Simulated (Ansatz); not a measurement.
# HgTe: equation of state

An exercise on one series of results from a longer session: the logs are not shown, and one member is left open.

Computed with Ansatz 0.2.0 (DFT PBE, scalar-relativistic, unless a step's input says otherwise).

## The starting structure

It takes space group F-43m (No. 216, cubic). Conventional cell: a = 6.447 Å, b = 6.447 Å, c = 6.447 Å, α = 90.00°, β = 90.00°, γ = 90.00°. Around Hg (site symmetry -43m) lie 4 Te at 2.79 Å. Te (site symmetry -43m) has 4 Hg at 2.79 Å as nearest neighbours.

Coordinates:

```cif
data_structure
_symmetry_space_group_name_H-M 'P 1'
_symmetry_Int_Tables_number 1
_cell_length_a 4.5587
_cell_length_b 4.5587
_cell_length_c 4.5587
_cell_angle_alpha 60.000
_cell_angle_beta 60.000
_cell_angle_gamma 60.000
_cell_volume 66.99
loop_
_atom_site_label
_atom_site_type_symbol
_atom_site_fract_x
_atom_site_fract_y
_atom_site_fract_z
_atom_site_occupancy
Hg1 Hg 0.00000 0.00000 0.00000 1
Te1 Te 0.75000 0.75000 0.75000 1
```

The cell is a deposited one (Crystallography Open Database entry 1539232); the temperature and pressure of the measurement aren't taken into account, and nothing was relaxed.

Atoms are numbered in the order of the input: Hg1, Te2.

The first run:

Input file input.yaml:

```yaml
crystal:
  lattice:
    - [0.0, 3.1688538499, 3.1688538499]
    - [3.1688538499, 0.0, 3.1688538499]
    - [3.1688538499, 3.1688538499, 0.0]
  atoms:
    - { symbol: Hg, position: [0.0, 0.0, 0.0] }
    - { symbol: Te, position: [0.75, 0.75, 0.75] }
kpoints:
  mp_grid: { grid: [11, 11, 11] }
scf:
  occupations: { method: fermi_dirac, width: 0.03 }
hamiltonian:
  xc: pbe
  pseudopotentials: { kind: all_electron, lapw: { basis_error: 0.0005 } }
output:
  forces: true
  stress: true
  eigenvalues: true
```

Among the steps run: Volume × 0.95, LAPW; Volume × 0.95, PAW; Volume × 0.95, crystal datasets; Volume × 0.975, LAPW; Volume × 0.975, PAW; Volume × 1.025, LAPW; Volume × 1.025, PAW; Volume × 1.05, LAPW; Volume × 1.05, PAW; Volume × 1.05, crystal datasets.

One table of the session follows, with a row left open; its other results are not shown here.

It belongs to the step «The equation of state». 

```
          method  volume (Å³/atom)  pressure (GPa)
            LAPW            31.820            7.20
            LAPW            32.658            5.52
            LAPW            33.495            4.07
            LAPW            34.333            2.81
            LAPW            35.170            1.71
             PAW            31.820            7.19
             PAW            32.658            5.52
             PAW            33.495               ?
             PAW            34.333            2.80
             PAW            35.170            1.71
crystal datasets            31.820            7.20
crystal datasets            33.495            4.07
crystal datasets            35.170            1.71
```

Estimate the missing values for PAW, 33.495.

**Answer.** pressure (GPa): 4.06. In the column «pressure (GPa)» it lies between LAPW, 34.333 (2.81) and LAPW, 33.495 (4.07).

To keep in mind: Warnings in the runs' records: gradients without spin orbit, crystal datasets made.
